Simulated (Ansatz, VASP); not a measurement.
## Two plane-wave programs on ZnO

```
Zn O
1.0
     3.42435    0.00000    0.00000
    -1.71217    2.96557    0.00000
     0.00000    0.00000    4.82359
Zn O
2 2
Direct
  0.66667 0.33333 0.48149
  0.33333 0.66667 0.98149
  0.66667 0.33333 0.89882
  0.33333 0.66667 0.39882
```

Alike in both runs: task single point; functional PBEsol; k mesh 9 × 9 × 6; occupations gaussian, width 0.02 eV; no spin polarisation.

```csv
,VASP,Ansatz
version,VASP 6.6.1,Ansatz 0.2.0
potentials or method,"VASP PAW PBE potentials, release 64 (Zn, O)","scalar-relativistic, plane waves, PAW"
plane-wave cutoff (eV),520,420
valence electrons in the cell,36,36
```

Ansatz gave:

```
gap on the k mesh at the Fermi level (eV)       : 0.75
least direct gap on the mesh (eV)               : 0.75
pressure (GPa)                                  : -6.8
largest component of the traceless stress (GPa) : 6.78
rms of the force components (eV/Å)              : 0.000
```

Problem. Which values does VASP return?

Solution. gap on the k mesh at the Fermi level (eV): 0.73; least direct gap on the mesh (eV): 0.73; pressure (GPa): -6.0; largest component of the traceless stress (GPa): 6.83; rms of the force components (eV/Å): 0.012.

Atom by atom the forces differ by 0.012 eV/Å (rms over components). The functional is the same, so the differences come from potentials, cutoffs and numerics.

Caveats: the PAW data sets were made with another functional, which shifts forces and pressure a little (VASP).
